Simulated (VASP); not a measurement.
Write the native input for VASP 6.6.1 that does the following.

* Task: relaxation of the atoms
* Functional: PBE
* Dispersion: D3(BJ)
* Potentials or basis: VASP PAW PBE potentials, release 64 (Si)
* Cutoff: 600 eV
* k mesh: 16 × 16 × 16
* Occupations: methfessel-paxton, width 0.1 eV
* Spin: no spin polarisation
* Further INCAR settings: ALGO = Fast; EDIFF = 1e-07; IBRION = 2; EDIFFG = -0.01; NSW = 40

The structure of Si lies in POSCAR:

```
Si                                      
1.0
    0.0000000000      1.8838288913      1.8838288913
    1.8838288913      0.0000000000      1.8838288913
    1.8838288913      1.8838288913      0.0000000000
  Si            
     1
Direct
     0.0000000000000000    0.0000000000000000    0.0000000000000000
```

This isn't the form of Si at room conditions, which is diamond.

The cell isn't the ideal one: a relaxed cell with its volume scaled by 0.98.

These files were run (other wordings do the same):

INCAR

```
ALGO = Fast ; EDIFF = 1E-7
EDIFFG = -0.01 ; ENCUT = 600
GGA = PE ; IBRION = 2
ISIF = 2 ; ISMEAR = 1
IVDW = 12 ; LASPH = T
LCHARG = F ; LREAL = F
LWAVE = F ; NELM = 80
NSW = 40 ; PREC = Accurate
SIGMA = 0.1
```

KPOINTS

```
k-points
0
Gamma
  16 16 16
```

Potentials or basis: VASP PAW PBE potentials, release 64 (Si).

Launch:

```sh
$ cat potpaw_PBE.64/Si/POTCAR > POTCAR
$ mpirun -np 1 vasp_std > vasp.out
```

It gave:

```yaml
Pressure_after_relaxing: 2.2 GPa
Band_gap_on_the_k_mesh: none (metal or under the smearing width)
Dispersion_energy_per_atom: -0.465 eV
```

Caveat: the relaxation stopped at its first step, so nothing moved; pairwise dispersion overbinds metals, which lowers pressure and volume.

Wall time 6.4 s on 1 thread of Intel(R) Xeon(R) 6975P-C (Granite Rapids), on a shared host, peak memory 0.14 GiB.
